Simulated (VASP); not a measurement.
# Mg$_{2}$Ge in VASP 6.6.1, single-point calculation

INCAR

```
NSW = 0
LCHARG = .FALSE.
LASPH = .TRUE.
METAGGA = MS2
EDIFF = 1E-7
NELM = 120
ENCUT = 520
IBRION = -1
NBANDS = 16
LREAL = .FALSE.
LWAVE = .FALSE.
ISMEAR = -4
ISIF = 2
PREC = Accurate
SIGMA = 0.5
```

KPOINTS

```
KPOINTS created by Atomic Simulation Environment
0
Gamma
8 8 8
0 0 0
```

POSCAR

```
Ge Mg
 1.0000000000000000
     0.0000000000000000    3.3104252870000002    3.3104252870000002
     3.3104252870000002    0.0000000000000000    3.3104252870000002
     3.3104252870000002    3.3104252870000002    0.0000000000000000
 Ge  Mg
   1   2
Cartesian
  0.0000000000000000  0.0000000000000000  0.0000000000000000
  1.6552126435000001  1.6552126435000001  1.6552126435000001
  4.9656379304999998  4.9656379304999998  4.9656379304999998
```

The recommended PBE PAW datasets give the neutral cell 18 valence electrons.

Command

```
mpirun -np 1 vasp_std
```

OSZICAR

```
N       E                     dE             d eps       ncg     rms          rms(c)
DAV:   1     0.655770878116E+02    0.65577E+02   -0.81416E+03   992   0.168E+03
DAV:   2    -0.136421424398E+02   -0.79219E+02   -0.76692E+02  1008   0.384E+02
DAV:   3    -0.242755761696E+02   -0.10633E+02   -0.10598E+02  1192   0.881E+01
DAV:   4    -0.245936991022E+02   -0.31812E+00   -0.31807E+00  1104   0.155E+01
DAV:   5    -0.246005299737E+02   -0.68309E-02   -0.68306E-02  1232   0.249E+00    0.379E+00
DAV:   6    -0.165615387986E+02    0.80390E+01   -0.37074E+00   936   0.204E+01    0.149E+00
DAV:   7    -0.165262110126E+02    0.35328E-01   -0.39948E-01  1272   0.492E+00    0.583E-01
DAV:   8    -0.165467643485E+02   -0.20553E-01   -0.48724E-02   992   0.209E+00    0.487E-01
DAV:   9    -0.165578765283E+02   -0.11112E-01   -0.36074E-02   968   0.194E+00    0.191E-01
DAV:  10    -0.165571769645E+02    0.69956E-03   -0.29693E-03  1216   0.348E-01    0.856E-02
DAV:  11    -0.165571840892E+02   -0.71248E-05   -0.92409E-04  1008   0.422E-01    0.246E-02
DAV:  12    -0.165570922501E+02    0.91839E-04   -0.43530E-05  1104   0.861E-02    0.103E-02
DAV:  13    -0.165570937566E+02   -0.15064E-05   -0.23892E-05   984   0.475E-02    0.212E-03
DAV:  14    -0.165570977212E+02   -0.39646E-05   -0.84360E-07  1288   0.940E-03    0.108E-03
DAV:  15    -0.165570972597E+02    0.46156E-06   -0.53618E-07  1000   0.993E-03    0.229E-04
DAV:  16    -0.165570971256E+02    0.13409E-06   -0.12431E-08   632   0.114E-03    0.140E-04
DAV:  17    -0.165570974178E+02   -0.29222E-06   -0.46202E-09   568   0.958E-04    0.676E-05
DAV:  18    -0.165570974995E+02   -0.81741E-07   -0.24514E-09   544   0.715E-04
   1 F= -.16557097E+02 E0= -.16557097E+02  d E =0.000000E+00
```

Standard output (part)

```
POSCAR found type information on POSCAR GeMg
 POSCAR found :  2 types and       3 ions
 LDA part: xc-table for (None), standard interpolation
 POSCAR, INCAR and KPOINTS ok, starting setup
 WAVECAR not read
 entering main loop
```

From OUTCAR

```
k-points           NKPTS =     29   k-points in BZ     NKDIM =     29   number of bands    NBANDS=     16

   NELECT =      18.0000    total number of electrons

   dimension x,y,z NGX =    36 NGY =   36 NGZ =   36
   dimension x,y,z NGXF=    72 NGYF=   72 NGZF=   72

  energy-cutoff  :      520.00
  volume of cell :       72.56
      direct lattice vectors                 reciprocal lattice vectors
     0.000000000  3.310425287  3.310425287    -0.151037996  0.151037996  0.151037996
     3.310425287  0.000000000  3.310425287     0.151037996 -0.151037996  0.151037996
     3.310425287  3.310425287  0.000000000     0.151037996  0.151037996 -0.151037996

 k-points in reciprocal lattice and weights: KPOINTS created by Atomic Simulation Env
   0.00000000  0.00000000  0.00000000       0.002
   0.12500000  0.00000000  0.00000000       0.016
   0.25000000  0.00000000  0.00000000       0.016
   0.37500000  0.00000000  0.00000000       0.016
   0.50000000  0.00000000  0.00000000       0.008
   0.12500000  0.12500000  0.00000000       0.012
   0.25000000  0.12500000  0.00000000       0.047
   0.37500000  0.12500000  0.00000000       0.047
   ...

 E-fermi :   2.7899

 k-point     1 :       0.0000    0.0000    0.0000
  band No.  band energies     occupation
      1     -21.0192      2.00000
      2     -21.0192      2.00000
      3     -21.0191      2.00000
      4     -21.0096      2.00000
      5     -21.0096      2.00000
      6      -6.6722      2.00000
      7       2.7651      2.00000
      8       2.7651      2.00000
      9       2.7655      2.00000
     10       3.5502      0.00000
     11       5.5520      0.00000
     12       5.5520      0.00000
     13       5.5521      0.00000
     14       8.3311      0.00000
     15       8.9523      0.00000
     16       8.9523      0.00000

 k-point     2 :       0.1250    0.0000    0.0000
  band No.  band energies     occupation
      1     -21.0192      2.00000
      2     -21.0191      2.00000
      3     -21.0190      2.00000
      4     -21.0096      2.00000
      5     -21.0096      2.00000
      6      -6.5550      2.00000
      7       1.4563      2.00000
      8       2.6177      2.00000
      9       2.6181      2.00000
     10       4.2184      0.00000
     11       5.8104      0.00000
     12       5.8104      0.00000
     13       5.8730      0.00000
     14       8.1085      0.00000
     15       8.1085      0.00000
     16       8.8750      0.00000

 k-point     3 :       0.2500    0.0000    0.0000
  band No.  band energies     occupation
      1     -21.0191      2.00000
      2     -21.0188      2.00000
      3     -21.0188      2.00000
      4     -21.0096      2.00000
      5     -21.0096      2.00000
      6      -6.2302      2.00000
      7      -0.0897      2.00000
      8       2.3444      2.00000
      9       2.3447      2.00000
     10       4.0018      0.00000
     11       6.0012      0.00000
     12       6.0013      0.00000
     13       7.2164      0.00000
     14       8.0252      0.00000
     15       8.0253      0.00000
     16       8.3889      0.00000

 ...

  Total       -2.3905207     -2.3905207     -2.3905207     -0.0000000      0.0000000     -0.0000000
  in kB      -52.7863610    -52.7863610    -52.7863610     -0.0000000      0.0000000     -0.0000000
  external PRESSURE =     -52.7863610 kB  Pullay stress =       0.0000000 kB

 POSITION                                       TOTAL-FORCE (eV/Angst)
 -----------------------------------------------------------------------------------
      0.00000      0.00000      0.00000         0.000000      0.000000     -0.000000
      1.65521      1.65521      1.65521        -0.000000     -0.000000     -0.000000
      4.96564      4.96564      4.96564         0.000000      0.000000      0.000000
 -----------------------------------------------------------------------------------
    total drift:                               -0.000000      0.000000      0.000000

  FREE ENERGIE OF THE ION-ELECTRON SYSTEM (eV)
  ---------------------------------------------------
  free  energy   TOTEN  =       -16.5570974995 eV

  energy  without entropy=      -16.5570974995  energy(sigma->0) =      -16.55709750
```

It converged. Results: gap between bands v and c on the k mesh 0.34 eV; least direct gap on the k mesh 0.78 eV; pressure -5.3 GPa. Band v is the last that the valence electrons fill when counted band by band, and c is the next.

For comparison, a separate PBE run of the intended cell, on usual settings and not on those above, gives a gap of 0.23 eV on its mesh and a pressure of -3.9 GPa.

The run above took about 91 s on one core of a shared host (Intel Xeon Platinum 8488C) and held 0.22 GiB at most.
